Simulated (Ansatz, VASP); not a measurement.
## Two plane-wave programs on TaN

```
CELL_PARAMETERS angstrom
3.12178 0.00000 0.00000
-1.56089 2.70354 0.00000
0.00000 0.00000 6.09161
ATOMIC_POSITIONS crystal
Ta 0.33333 0.66667 0.03107
Ta 0.66667 0.33333 0.53107
N 0.33333 0.66667 0.35393
N 0.66667 0.33333 0.85393
```

Alike in both runs: functional PBE; dispersion D3(BJ); k mesh 6 × 6 × 4; occupations gaussian, width 0.1 eV; no spin polarisation.

Ansatz relaxed the structure, and its values are those at the end. VASP's run is a single point on that final structure, the one shown.

|  | VASP | Ansatz |
| --- | --- | --- |
| version | VASP 6.6.1 | Ansatz 0.2.0 |
| potentials or method | VASP PAW PBE potentials, release 64 (Ta_pv, N) | scalar-relativistic, plane waves, PAW |
| plane-wave cutoff (eV) | 520 | 420 |
| valence electrons in the cell | 32 | 36 |

Ansatz gave:

```
gap on the k mesh at the Fermi level (eV) : none
pressure (GPa)                            : 0.1
rms of the force components (eV/Å)        : 0.000
```

Task: What did VASP give for the same quantities?

Result: gap on the k mesh at the Fermi level (eV): none; pressure (GPa): 0.7; rms of the force components (eV/Å): 0.012.

A gap of «none» marks a metal or a gap that the smearing closes. The two sets of potentials don't hold the same shells in valence.

Caveats: the k mesh is coarse (spacing up to 0.39 Å⁻¹), so the values aren't converged; pairwise dispersion overbinds metals, which lowers pressure and volume. Spin-orbit coupling is left out, which matters for the levels of Ta.
